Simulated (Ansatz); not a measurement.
# BN (P6_3mc) in Ansatz: notebook, part 2 of 2

Ansatz 0.2.0. Earlier steps stand in the parts before.

### 4 Band structure, PBEsol

The input, input.yaml:

```yaml
crystal:
  lattice:
    - [2.5539396017, 0.0, 0.0]
    - [-1.2769698009, 2.2117765748, 0.0]
    - [0.0, 0.0, 4.226855]
  atoms:
    - { symbol: "N", position: [0.3333333333, 0.6666666667, 0.125276] }
    - { symbol: "N", position: [0.6666666667, 0.3333333333, 0.625276] }
    - { symbol: B, position: [0.3333333333, 0.6666666667, 0.499724] }
    - { symbol: B, position: [0.6666666667, 0.3333333333, 0.999724] }
kpoints:
  mp_grid: { grid: [12, 12, 6] }
  band_path:
    path:
      - [0.0, 0.0, 0.0]
      - [0.5, 0.0, 0.0]
      - [0.3333333333, 0.3333333333, 0.0]
      - [0.0, 0.0, 0.0]
      - [0.0, 0.0, 0.5]
      - [0.5, 0.0, 0.5]
      - [0.3333333333, 0.3333333333, 0.5]
      - [0.0, 0.0, 0.5]
    npoints: 12
scf:
  occupations: { method: fermi_dirac, width: 0.05 }
hamiltonian:
  xc: pbesol
  pseudopotentials: { kind: all_electron, datasets: crystal }
output:
  forces: true
  stress: true
  eigenvalues: true
  elf: true
  volumetric_format: npy
```

Potentials or basis: all-electron PAW datasets made for the crystal.

Started as:

```console
$ ansatz run input.yaml --threads 2 --pin off --max-ram 8192MiB --backend cpu --events-out ev --progress --plain --runs-dir out
```

Wall time 10 s (2 threads of Arm Neoverse V2, shared host); peak memory 0.51 GiB.

The run converged. Its results:

```
Free energy             : -4320.4465 eV
Pressure                : -5.9 GPa
Largest force           : 0.013 eV/Å
Band gap on the k mesh  : 4.98 eV, indirect (least direct gap 8.15 eV)
Band gap along the path : 4.98 eV, indirect (least direct gap 8.13 eV)
```

Forces on the atoms (eV/Å):
```
N    0.000  0.000 -0.013
N    0.000  0.000 -0.013
B    0.000  0.000  0.013
B    0.000  0.000  0.013
```

Stress tensor (GPa, compression positive):
```
-5.70  0.00  0.00
 0.00 -5.70  0.00
 0.00  0.00 -6.27
```

Levels at the corners of the path, in eV from the valence-band top:
```
point  band 4  band 5  band 6  band 7  band 8  band 9  band 10  band 11  band 12
    Γ   -2.11   -2.11   -0.28    0.00    0.00    8.27     8.27     8.47     9.36
    M   -7.79   -6.90   -4.96   -4.43   -2.10    6.53     7.78    10.47    11.28
    K   -7.18   -7.18   -5.44   -5.41   -5.41    4.98    13.31    13.31    13.61
    Γ   -2.11   -2.11   -0.28    0.00    0.00    8.27     8.27     8.47     9.36
    A   -5.72   -1.17   -1.17   -1.17   -1.17    9.34     9.34     9.81     9.81
    L  -10.01   -3.75   -3.75   -3.56   -3.56    6.41     6.41     9.86     9.86
    H   -8.81   -7.74   -7.74   -3.03   -3.03    9.16     9.16     9.96     9.96
    A   -5.72   -1.17   -1.17   -1.17   -1.17    9.34     9.34     9.81     9.81
```

PBEsol gaps usually lie below the measured ones, often by a third to a half.

### 5 Single point, PBE, 5.61 Å³/atom (volume scaled by 0.94)

The input, input.yaml:

```yaml
crystal:
  lattice:
    - [2.5018037563, 0.0, 0.0]
    - [-1.2509018782, 2.1666256083, 0.0]
    - [0.0, 0.0, 4.1405684416]
  atoms:
    - { symbol: "N", position: [0.3333333333, 0.6666666667, 0.125276] }
    - { symbol: "N", position: [0.6666666667, 0.3333333333, 0.625276] }
    - { symbol: B, position: [0.3333333333, 0.6666666667, 0.499724] }
    - { symbol: B, position: [0.6666666667, 0.3333333333, 0.999724] }
kpoints:
  mp_grid: { grid: [12, 12, 6] }
scf:
  occupations: { method: fermi_dirac, width: 0.05 }
hamiltonian:
  xc: pbe
  pseudopotentials: { kind: all_electron, lapw: { basis_error: 0.001 } }
output:
  forces: true
  stress: true
  eigenvalues: true
```

Potentials or basis: all-electron LAPW, scalar-relativistic.

Started as:

```console
$ ansatz run input.yaml --threads 2 --pin off --max-ram 6144MiB --backend cpu --events-out ev --progress --plain --runs-dir out
```

It took 12 s on 2 threads of Arm Neoverse V2, shared host; peak memory 0.34 GiB.

Results (log left out):

```
Free energy            : -4337.2010 eV
Pressure               : 25.7 GPa
Largest force          : 0.033 eV/Å
Band gap on the k mesh : 5.10 eV, indirect (least direct gap 8.54 eV)
```

### 6 Single point, PBE, 5.73 Å³/atom (volume scaled by 0.96)

input.yaml, as its differences from that of step 5:

```diff
@@ -2,5 +2,5 @@
   lattice:
-    - [2.5018037563, 0.0, 0.0]
-    - [-1.2509018782, 2.1666256083, 0.0]
-    - [0.0, 0.0, 4.1405684416]
+    - [2.5194226731, 0.0, 0.0]
+    - [-1.2597113366, 2.1818840378, 0.0]
+    - [0.0, 0.0, 4.169728335]
   atoms:
```

Potentials or basis: all-electron LAPW, scalar-relativistic.

Started as:

```console
$ ansatz run input.yaml --threads 2 --pin off --max-ram 6144MiB --backend cpu --events-out ev --progress --plain --runs-dir out
```

Wall time 12 s (2 threads of Arm Neoverse V2, shared host); peak memory 0.34 GiB.

The run converged. Its results:

```
Free energy            : -4337.2634 eV
Pressure               : 16.3 GPa
Largest force          : 0.015 eV/Å
Band gap on the k mesh : 5.14 eV, indirect (least direct gap 8.44 eV)
```

### 7 Single point, PBE, 5.85 Å³/atom (volume scaled by 0.98)

input.yaml, as its differences from that of step 6:

```diff
@@ -2,5 +2,5 @@
   lattice:
-    - [2.5194226731, 0.0, 0.0]
-    - [-1.2597113366, 2.1818840378, 0.0]
-    - [0.0, 0.0, 4.169728335]
+    - [2.536798551, 0.0, 0.0]
+    - [-1.2683992755, 2.1969319894, 0.0]
+    - [0.0, 0.0, 4.1984859909]
   atoms:
```

Started as:

```console
$ ansatz run input.yaml --threads 2 --pin off --max-ram 6144MiB --backend cpu --events-out ev --progress --plain --runs-dir out
```

Wall time 12 s (2 threads of Arm Neoverse V2, shared host); peak memory 0.34 GiB.

It converged, with:

```yaml
Free_energy: -4337.2991 eV
Pressure: 7.8 GPa
Band_gap_on_the_k_mesh: 5.17 eV, indirect (least direct gap 8.34 eV)
```

### 8 Single point, PBE, 5.97 Å³/atom

input.yaml, as its differences from that of step 7:

```diff
@@ -2,5 +2,5 @@
   lattice:
-    - [2.536798551, 0.0, 0.0]
-    - [-1.2683992755, 2.1969319894, 0.0]
-    - [0.0, 0.0, 4.1984859909]
+    - [2.5539396017, 0.0, 0.0]
+    - [-1.2769698009, 2.2117765748, 0.0]
+    - [0.0, 0.0, 4.226855]
   atoms:
```

Started as:

```console
$ ansatz run input.yaml --threads 2 --pin off --max-ram 6144MiB --backend cpu --events-out ev --progress --plain --runs-dir out
```

Run time: 12 s. Hardware: 2 threads of Arm Neoverse V2, shared host; peak memory 0.34 GiB.

It converged, with:

```yaml
Free_energy: -4337.3104 eV
Pressure: 0.0 GPa
Largest_force: 0.017 eV/Å
Band_gap_on_the_k_mesh: 5.20 eV, indirect (least direct gap 8.24 eV)
```

### 9 Single point, PBE, 6.09 Å³/atom (volume scaled by 1.02)

input.yaml, as its differences from that of step 8:

```diff
@@ -2,5 +2,5 @@
   lattice:
-    - [2.5539396017, 0.0, 0.0]
-    - [-1.2769698009, 2.2117765748, 0.0]
-    - [0.0, 0.0, 4.226855]
+    - [2.5708536019, 0.0, 0.0]
+    - [-1.285426801, 2.2264245287, 0.0]
+    - [0.0, 0.0, 4.254848233]
   atoms:
```

Potentials or basis: all-electron LAPW, scalar-relativistic.

Started as:

```console
$ ansatz run input.yaml --threads 2 --pin off --max-ram 6144MiB --backend cpu --events-out ev --progress --plain --runs-dir out
```

It took 12 s on 2 threads of Arm Neoverse V2, shared host; peak memory 0.34 GiB.

The run converged. Its results:

| Item | Value |
| --- | --- |
| Free energy | -4337.2995 eV |
| Pressure | -7.1 GPa |
| Largest force | 0.031 eV/Å |
| Band gap on the k mesh | 5.23 eV, indirect (least direct gap 8.14 eV) |

### 10 Single point, PBE, 6.21 Å³/atom (volume scaled by 1.04)

input.yaml, as its differences from that of step 9:

```diff
@@ -2,5 +2,5 @@
   lattice:
-    - [2.5708536019, 0.0, 0.0]
-    - [-1.285426801, 2.2264245287, 0.0]
-    - [0.0, 0.0, 4.254848233]
+    - [2.5875479243, 0.0, 0.0]
+    - [-1.2937739622, 2.2408822359, 0.0]
+    - [0.0, 0.0, 4.2824778918]
   atoms:
```

Started as:

```console
$ ansatz run input.yaml --threads 2 --pin off --max-ram 6144MiB --backend cpu --events-out ev --progress --plain --runs-dir out
```

Run time: 12 s. Hardware: 2 threads of Arm Neoverse V2, shared host; peak memory 0.34 GiB.

It converged, with:

* Free energy: -4337.2684 eV
* Pressure: -13.6 GPa
* Largest force: 0.045 eV/Å
* Band gap on the k mesh: 5.26 eV, indirect (least direct gap 8.04 eV)

### 11 Single point, PBE, 6.33 Å³/atom (volume scaled by 1.06)

input.yaml, as its differences from that of step 10:

```diff
@@ -2,5 +2,5 @@
   lattice:
-    - [2.5875479243, 0.0, 0.0]
-    - [-1.2937739622, 2.2408822359, 0.0]
-    - [0.0, 0.0, 4.2824778918]
+    - [2.6040295656, 0.0, 0.0]
+    - [-1.3020147828, 2.255155756, 0.0]
+    - [0.0, 0.0, 4.3097555565]
   atoms:
```

Started as:

```console
$ ansatz run input.yaml --threads 2 --pin off --max-ram 6144MiB --backend cpu --events-out ev --progress --plain --runs-dir out
```

Wall time 12 s (2 threads of Arm Neoverse V2, shared host); peak memory 0.34 GiB.

The run converged. Its results:

```
Free energy            : -4337.2190 eV
Pressure               : -19.5 GPa
Largest force          : 0.058 eV/Å
Band gap on the k mesh : 5.28 eV, indirect (least direct gap 7.94 eV)
```

### 12 For comparison

An earlier run on the cell as given: functional PBE; potentials or basis all-electron LAPW, scalar-relativistic; cutoff 448 eV (chosen from the basis error); basis error allowed 0.001 eV/atom; k mesh 12 × 12 × 6; occupations fermi-dirac, width 0.05 eV; no spin polarisation.

- Pressure: 0.0 GPa
- Largest force: 0.017 eV/Å
- Band gap on the k mesh: 5.20 eV, indirect (least direct gap 8.24 eV)
- Loewdin charges: N -0.33; B +0.35 e

### 13 The runs side by side

```tsv
task	level	potentials or basis	cutoff (eV)	basis error allowed	gap on the mesh (eV)	pressure (GPa)	largest force (eV/Å)
band structure	PBEsol	all-electron LAPW, scalar-relativistic	409	0.002 eV/atom	4.98	-5.9	0.01
band structure	PBEsol	all-electron LAPW, non-relativistic	409	0.002 eV/atom	4.98	-5.7	0.01
band structure	PBEsol	all-electron PAW datasets made for the crystal	520	-	4.98	-5.9	0.01
single point	PBE	all-electron LAPW, scalar-relativistic	448	0.001 eV/atom	5.20	0.0	0.02
```

Alike in all rows: no spin polarisation; cell as given; k mesh 12 × 12 × 6; smearing fermi-dirac 0.05 eV.

Compare energies only between runs with the same functional and basis.
